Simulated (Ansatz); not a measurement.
# MoS2 (R-3m) in Ansatz: further runs

One crystal, MoS2, is run at these levels: r2SCAN; tasks: single point, equation of state.

Everything below comes from runs of Ansatz 0.2.0. Logs are shortened: lines on timing, memory, paths and dates and some standing lists are left out, and cuts for length are marked.

## (1) The structure

It takes space group R-3m (No. 166, trigonal). Conventional cell: a = 3.171 Å, b = 3.171 Å, c = 18.345 Å, α = 90.00°, β = 90.00°, γ = 120.00°. Mo (site symmetry -3m) is surrounded by 6 S at 2.39 Å. Around S (site symmetry 3m) lie 3 Mo at 2.39 Å.

Measurements of this composition are mostly on another form, of space group No. 194.

## (2) Single point, r2SCAN, 16.68 Å³/atom (volume scaled by 0.94)

File input.yaml:

```yaml
crystal:
  lattice:
    - [1.5531337754, 0.8967022033, 5.9901657895]
    - [-1.5531337754, 0.8967022033, 5.9901657895]
    - [0.0, -1.7934044066, 5.9901657895]
  atoms:
    - { symbol: Mo, position: [0.0, 0.0, 0.0] }
    - { symbol: S, position: [0.25, 0.25, 0.25] }
    - { symbol: S, position: [0.75, 0.75, 0.75] }
hamiltonian:
  xc: r2scan
  pseudopotentials: { kind: paw }
kpoints:
  mp_grid: { grid: [10, 10, 10] }
scf:
  occupations: { method: fermi_dirac, width: 0.05 }
output:
  forces: true
  stress: true
  eigenvalues: true
```

Potentials or basis: Ansatz PAW.

Run with:

```sh
$ ansatz run input.yaml --threads 2 --pin off --max-ram 5632MiB --backend cpu --events-out ev --progress --plain --runs-dir out
```

The log of the run:

```text
Warning: RAYON_NUM_THREADS=2 ignored (pool sized by the plan → 2); use --threads N
basis.fft_grid_basis auto: the FFT boxes are laid along the combinations [[1, 0, -1], [0, 1, -1], [0, 0, 1]] of the cell's own vectors, 3.106, 3.106 and 6.253 Å long. The dense box has 24×24×48 points. Along the cell's own vectors, as sized, it would have 48×48×48, 4.00 times as many. Of the 12 symmetry operations that the crystal satisfies within crystal.symmetry.tolerance (time reversal apart; of a slab, those that keep its plane) the dense box along the cell's own vectors carries 12, and the one as laid loses 8 of those. basis.fft_grid_basis: typed keeps the cell's own vectors: state it where this run's energies or levels are differenced outside the engine with another run's, or held beside a run that keeps those vectors.
Engine: ansatz 0.2.0, x86_64-unknown-linux-gnu
Pseudopotentials: kind: paw
Pseudopotential: Mo, paw, valence charge 14, recommended cutoff 500 eV (meta_gga), Mo.paw.azcp
Pseudopotential: S, paw, valence charge 6, recommended cutoff 500 eV (meta_gga), S.paw.azcp
Functional definition: r2SCAN
  parameter k0 = 0.174
  parameter k1 = 0.065
  parameter a1 = 4.9479
  exchange = r2scan_x(k0 = k0, k1 = k1, a1 = a1)
  correlation = r2scan_c
Crystal: 3 atoms, lattice volume = 50.055 Å³
Basis set: ecut = 500 eV, 1263 PW (Γ), FFT grids on a1−a3, a2−a3, a3, exchange–correlation on 96×96×192 points (64 copies of the dense FFT grid, shifted against one another)
Bands: 17, of which v1, the nominal top of the filled ones, is band 13 counted from 1 (12 counted from 0)
Symmetry: 12 space group operations
Space group: R-3m (ITA 166), of the structure as read, at distance tolerance 3.7e-5 Å
k-points: 116 of 1000
Non-local potential: Mo, projectors of the file, l = 0: 3, l = 1: 2, l = 2: 2, l = 3: 1
Non-local potential: S, projectors of the file, l = 0: 2, l = 1: 2, l = 2: 2
PAW form: soft (Blöchl's): semilocal exchange-correlation on the pseudo side does not see the compensation charge
PAW frozen core: Mo, regenerated for the run's functional (the file was generated under x = pbe(κ = 0.804, μ = 0.2195149727645171), c = pbe(β = 0.06672455060314922))
PAW frozen core: S, regenerated for the run's functional (the file was generated under x = pbe(κ = 0.804, μ = 0.2195149727645171), c = pbe(β = 0.06672455060314922))
PAW one-centre angular grid: Mo, 590 points (default); XC on 160 Gauss nodes
PAW one-centre angular grid: S, 302 points (default); XC on 160 Gauss nodes
Initial density: superposition of atomic densities (neutral atoms: chi_scale 0, normalization atom), corrected by the library's trained network
Initial wavefunctions: pseudopotential atomic-orbital guess
Functional: x = r2scan, c = r2scan; τ floored in thin density (d = 2e-4 eV/Å³)
SCF iter   1: F=—  HF=-6780.970269 eV  |F-HF|=—  |Δ(HF+E_count)|=         —  Δρ=1.16e-2  dr2=1.50e-1  dr2_τ=5.67e-2  ethr=1.77e-3  ⟨swp⟩=6.1  Hψ=11165  notcnv=0
preconditioner: auto → Kerker (q_TF=auto, 2.446 Å⁻¹)  [metal: Δε(μ)=0.038 eV  Ē_g=9.043 eV  σ=0.050 eV  W_gap=0.19  n_scr=16 (ndim 8)  ℏωp=22.3 eV  f_vac=0.009  D(μ)=0.58/eV (n_scr^D=2)]
SCF iter   2: F=—  HF=-6780.989465 eV  |F-HF|=—  |Δ(HF+E_count)|=   1.92e-2  Δρ=5.03e-3  dr2=1.88e-2  dr2_τ=2.62e-3  ethr=5.78e-4  ⟨swp⟩=2.0  Hψ=3334  notcnv=0
SCF iter   3: F=—  HF=-6780.989221 eV  |F-HF|=—  |Δ(HF+E_count)|=   2.44e-4  Δρ=2.25e-3  dr2=6.04e-3  dr2_τ=1.98e-4  ethr=7.23e-5  ⟨swp⟩=2.2  Hψ=2700  notcnv=0
SCF iter   4: F=—  HF=-6780.989270 eV  |F-HF|=—  |Δ(HF+E_count)|=   4.94e-5  Δρ=6.20e-4  dr2=4.82e-4  dr2_τ=7.62e-6  ethr=2.32e-5  ⟨swp⟩=2.0  Hψ=2771  notcnv=0
SCF iter   5: F=—  HF=-6780.989290 eV  |F-HF|=—  |Δ(HF+E_count)|=   2.01e-5  Δρ=1.92e-4  dr2=3.50e-5  dr2_τ=1.39e-6  ethr=1.86e-6  ⟨swp⟩=2.0  Hψ=2864  notcnv=0
SCF iter   6: F=—  HF=-6780.989295 eV  |F-HF|=—  |Δ(HF+E_count)|=   5.18e-6  Δρ=4.87e-5  dr2=1.93e-6  dr2_τ=6.64e-8  ethr=1.35e-7  ⟨swp⟩=2.8  Hψ=3246  notcnv=0
SCF iter   7: F=-6780.989296 eV  HF=-6780.989296 eV  |F-HF|=6.37e-8  |Δ(HF+E_count)|=   4.83e-7  Δρ=1.48e-5  dr2=9.84e-8  dr2_τ=8.50e-9  ethr=3.85e-10  ⟨swp⟩=4.9  Hψ=10549  notcnv=0
SCF 1 converged in 7 iterations: F = -6780.989296 eV  dr2 = 9.84e-8
SCF converged after 7 iterations
Free energy (F): -6780.989296 eV
Harris-Foulkes:  -6780.989296 eV  (|F-HF|=6.37e-8)
Internal energy: -6780.983866 eV  (E = F + TS)
E sigma→0 (E₀):  -6780.986581 eV
Entropy (-TS):   -0.005430 eV (-1.810 meV/atom)
Fermi energy:    12.258416 eV
--- Per-component energies (eV) ---
  E_band       = -150.857481
  E_kinetic    = 663.112034
  E_local      = -1934.766276  (includes V_loc(G=0)·N_el)
  E_nonlocal   = 199.527959
  E_hartree    = 750.076601
  E_xc         = -365.177229
  E_vxc        = -449.782132  (∫ρ·V_xc dr)
  E_paw        = -4436.554823  (= ΣΔE_a)
  E_vpaw       = -155.056548  (= ΣTr[D̂ρ^β])
  E_aug_tail   = 0.000002  (compensation charges beyond the density's cutoff)
  E_vtau       = 25.949468  (kinetic-family band-sum trace: ∫τ·v_τ [+ j·A + Jᵃ·Aᵃ] dr)
  E_ewald      = -1656.761397
  E_core_change = -0.440737  (= ΣΔE_core)
  E_smearing   = -0.005430  (= −TS)
  E_closure    = 0.000000  (closes the sum)
  Σ components = -6780.989296   (vs F -6780.989296, Δ=0.00e0)
--- Forces (eV/Å), atoms counted from 1 ---
  atom   1  Mo     0.00000000    -0.00000000     0.00000000
  atom   2  S     -0.00000000     0.00000000    -2.02717473
  atom   3  S      0.00000000    -0.00000000     2.02717473
  max |Σ_I F_I| component: 4.44e-16 eV/Å
--- Stress (GPa, compression-positive) ---
       17.765951       0.000000       0.000000
        0.000000      17.765951      -0.000000
        0.000000      -0.000000      21.259856
  P = ⅓ Tr σ = 18.9306 GPa (189.306 kbar)
--- Band table (eV; the first three rows and the last of 116) ---
  k-point 0: bands = ["-51.5920", "-25.0087", "-24.8215", "-24.8215", "-4.1943", "-2.2645", "4.3788", "7.4383", "7.4383", "10.1850", "10.7735", "10.9821", "10.9821", "11.9164", "11.9164", "16.0278", "16.0278"]
  k-point 1: bands = ["-51.5864", "-24.9976", "-24.8739", "-24.8332", "-4.0054", "-2.2450", "4.6109", "7.0342", "7.5395", "9.9789", "10.3752", "10.4105", "10.9006", "12.2096", "12.5030", "15.5135", "15.8891"]
  k-point 2: bands = ["-51.5717", "-25.0101", "-24.9677", "-24.8637", "-3.4843", "-2.1806", "5.1707", "6.4866", "7.6940", "8.2704", "9.8807", "10.2977", "10.7011", "12.6259", "13.0844", "15.3168", "15.7491"]
  k-point 115: bands = ["-51.5920", "-25.0089", "-24.8215", "-24.8215", "-3.9041", "-2.7541", "5.4952", "7.4570", "7.4570", "7.8302", "10.9938", "10.9938", "11.8009", "11.8009", "12.2179", "16.1655", "16.1655"]
```

It took 16 s on 2 threads of Intel Xeon at 2.50GHz (Skylake/Cascade Lake), shared host; peak memory 0.54 GiB.

Results:

* Free energy: -6780.9893 eV
* Pressure: 18.9 GPa
* Largest force: 2.027 eV/Å
* Band gap on the k mesh: none (metal or under the smearing width)

Caveat: the cell's inner coordinates are idealised or old, which leaves forces on the atoms; the PAW data sets come from PBE, with cores solved anew for the run's functional, which leaves a small shift of forces and pressure.

## (3) Single point, r2SCAN, 17.04 Å³/atom (volume scaled by 0.96)

input.yaml: that of step 2 with these lines changed.

```diff
@@ -2,5 +2,5 @@
   lattice:
-    - [1.5531337754, 0.8967022033, 5.9901657895]
-    - [-1.5531337754, 0.8967022033, 5.9901657895]
-    - [0.0, -1.7934044066, 5.9901657895]
+    - [1.5640716975, 0.9030172156, 6.0323514456]
+    - [-1.5640716975, 0.9030172156, 6.0323514456]
+    - [0.0, -1.8060344312, 6.0323514456]
   atoms:
@@ -20 +20,5 @@
   eigenvalues: true
+  write_density: true
+  write_potential: true
+  elf: true
+  volumetric_format: npy
```

Potentials or basis: Ansatz PAW.

Run with:

```sh
$ ansatz run input.yaml --threads 2 --pin off --max-ram 5632MiB --backend cpu --events-out ev --progress --plain --runs-dir out
```

Wall time 22 s (2 threads of Intel Xeon at 2.50GHz (Skylake/Cascade Lake), shared host); peak memory 0.55 GiB.

Results (log left out):

```yaml
Free_energy: -6781.1003 eV
Pressure: 14.5 GPa
Largest_force: 1.586 eV/Å
Band_gap_on_the_k_mesh: none (metal or under the smearing width)
```

Caveat: the cell's inner coordinates are idealised or old, which leaves forces on the atoms; the PAW data sets come from PBE, with cores solved anew for the run's functional, which leaves a small shift of forces and pressure.

## (4) Single point, r2SCAN, 17.39 Å³/atom (volume scaled by 0.98)

input.yaml: that of step 3 with these lines changed.

```diff
@@ -2,5 +2,5 @@
   lattice:
-    - [1.5640716975, 0.9030172156, 6.0323514456]
-    - [-1.5640716975, 0.9030172156, 6.0323514456]
-    - [0.0, -1.8060344312, 6.0323514456]
+    - [1.5748587398, 0.9092451173, 6.073955184]
+    - [-1.5748587398, 0.9092451173, 6.073955184]
+    - [0.0, -1.8184902347, 6.073955184]
   atoms:
```

Run with:

```sh
$ ansatz run input.yaml --threads 2 --pin off --max-ram 5632MiB --backend cpu --events-out ev --progress --plain --runs-dir out
```

It took 23 s on 2 threads of Intel Xeon at 2.50GHz (Skylake/Cascade Lake), shared host; peak memory 0.55 GiB.

The run converged. Its results:

* Free energy: -6781.1835 eV
* Pressure: 10.6 GPa
* Largest force: 1.177 eV/Å
* Band gap on the k mesh: none (metal or under the smearing width)

Caveat: the cell's inner coordinates are idealised or old, which leaves forces on the atoms; the PAW data sets come from PBE, with cores solved anew for the run's functional, which leaves a small shift of forces and pressure.

## (5) Single point, r2SCAN, 17.75 Å³/atom

File input.yaml:

```yaml
crystal:
  lattice:
    - [1.5855, 0.9153888518, 6.1149966667]
    - [-1.5855, 0.9153888518, 6.1149966667]
    - [0.0, -1.8307777036, 6.1149966667]
  atoms:
    - { symbol: Mo, position: [0.0, 0.0, 0.0] }
    - { symbol: S, position: [0.25, 0.25, 0.25] }
    - { symbol: S, position: [0.75, 0.75, 0.75] }
hamiltonian:
  xc: r2scan
  pseudopotentials: { kind: paw }
kpoints:
  mp_grid: { grid: [10, 10, 10] }
scf:
  occupations: { method: fermi_dirac, width: 0.05 }
output:
  forces: true
  stress: true
  eigenvalues: true
```

Run with:

```sh
$ ansatz run input.yaml --threads 2 --pin off --max-ram 5632MiB --backend cpu --events-out ev --progress --plain --runs-dir out
```

It took 15 s on 2 threads of Intel Xeon at 2.50GHz (Skylake/Cascade Lake), shared host; peak memory 0.55 GiB.

It converged, with:

```
Free energy            : -6781.2416 eV
Pressure               : 7.0 GPa
Largest force          : 0.798 eV/Å
Band gap on the k mesh : none (metal or under the smearing width)
```

Caveat: the cell's inner coordinates are idealised or old, which leaves forces on the atoms; the PAW data sets come from PBE, with cores solved anew for the run's functional, which leaves a small shift of forces and pressure.

## (6) Single point, r2SCAN, 18.10 Å³/atom (volume scaled by 1.02)

input.yaml: that of step 5 with these lines changed.

```diff
@@ -2,5 +2,5 @@
   lattice:
-    - [1.5855, 0.9153888518, 6.1149966667]
-    - [-1.5855, 0.9153888518, 6.1149966667]
-    - [0.0, -1.8307777036, 6.1149966667]
+    - [1.596000306, 0.9214512063, 6.1554945136]
+    - [-1.596000306, 0.9214512063, 6.1554945136]
+    - [0.0, -1.8429024126, 6.1554945136]
   atoms:
```

Potentials or basis: Ansatz PAW.

Run with:

```sh
$ ansatz run input.yaml --threads 2 --pin off --max-ram 5632MiB --backend cpu --events-out ev --progress --plain --runs-dir out
```

Wall time 16 s (2 threads of Intel Xeon at 2.50GHz (Skylake/Cascade Lake), shared host); peak memory 0.55 GiB.

Results (log left out):

```yaml
Free_energy: -6781.2772 eV
Pressure: 3.8 GPa
Largest_force: 0.446 eV/Å
Band_gap_on_the_k_mesh: none (metal or under the smearing width)
```

Caveat: the cell's inner coordinates are idealised or old, which leaves forces on the atoms; the PAW data sets come from PBE, with cores solved anew for the run's functional, which leaves a small shift of forces and pressure.

## (7) Single point, r2SCAN, 18.46 Å³/atom (volume scaled by 1.04)

input.yaml: that of step 6 with these lines changed.

```diff
@@ -2,5 +2,5 @@
   lattice:
-    - [1.596000306, 0.9214512063, 6.1554945136]
-    - [-1.596000306, 0.9214512063, 6.1554945136]
-    - [0.0, -1.8429024126, 6.1554945136]
+    - [1.6063642348, 0.9274348234, 6.1954663772]
+    - [-1.6063642348, 0.9274348234, 6.1954663772]
+    - [0.0, -1.8548696467, 6.1954663772]
   atoms:
@@ -20 +20,5 @@
   eigenvalues: true
+  write_density: true
+  write_potential: true
+  elf: true
+  volumetric_format: npy
```

Run with:

```sh
$ ansatz run input.yaml --threads 2 --pin off --max-ram 5632MiB --backend cpu --events-out ev --progress --plain --runs-dir out
```

Run time: 23 s. Hardware: 2 threads of Intel Xeon at 2.50GHz (Skylake/Cascade Lake), shared host; peak memory 0.55 GiB.

Results (log left out):

- Free energy: -6781.2923 eV
- Pressure: 0.8 GPa
- Largest force: 0.118 eV/Å
- Band gap on the k mesh: none (metal or under the smearing width)

Caveat: the cell's inner coordinates are idealised or old, which leaves forces on the atoms; the PAW data sets come from PBE, with cores solved anew for the run's functional, which leaves a small shift of forces and pressure.

## (8) Single point, r2SCAN, 18.81 Å³/atom (volume scaled by 1.06)

File input.yaml:

```yaml
crystal:
  lattice:
    - [1.61659613, 0.9333422108, 6.2349290104]
    - [-1.61659613, 0.9333422108, 6.2349290104]
    - [0.0, -1.8666844216, 6.2349290104]
  atoms:
    - { symbol: Mo, position: [0.0, 0.0, 0.0] }
    - { symbol: S, position: [0.25, 0.25, 0.25] }
    - { symbol: S, position: [0.75, 0.75, 0.75] }
hamiltonian:
  xc: r2scan
  pseudopotentials: { kind: paw }
kpoints:
  mp_grid: { grid: [10, 10, 10] }
scf:
  occupations: { method: fermi_dirac, width: 0.05 }
output:
  forces: true
  stress: true
  eigenvalues: true
```

Run with:

```sh
$ ansatz run input.yaml --threads 2 --pin off --max-ram 5632MiB --backend cpu --events-out ev --progress --plain --runs-dir out
```

Run time: 17 s. Hardware: 2 threads of Intel Xeon at 2.50GHz (Skylake/Cascade Lake), shared host; peak memory 0.55 GiB.

It converged, with:

- Free energy: -6781.2891 eV
- Pressure: -1.8 GPa
- Largest force: 0.186 eV/Å
- Band gap on the k mesh: none (metal or under the smearing width)

Caveat: the cell's inner coordinates are idealised or old, which leaves forces on the atoms; the PAW data sets come from PBE, with cores solved anew for the run's functional, which leaves a small shift of forces and pressure.

## (9) Equation of state, r2SCAN

Potentials or basis: Ansatz PAW.

This step only gathers the single runs of the series.

What came out:

```
Equilibrium volume                        : 18.57 Å³/atom
Bulk modulus at fixed shape and positions : 140 GPa
Pressure derivative of the bulk modulus   : 4.3
```

Energy against volume, from the lowest point:
```
volume (Å³/atom)  energy (meV/atom)
          16.685             101.01
          17.040              64.03
          17.395              36.29
          17.750              16.91
          18.105               5.06
          18.460               0.00
          18.815               1.08
```

Caveat: the cell was scaled at fixed shape and fractional positions, which overstates the stiffness of a crystal with free parameters, most of all of layers and chains; the PAW data sets were made with another functional, which shifts forces and pressure a little; the cell's inner coordinates are idealised or old, which leaves forces on the atoms.
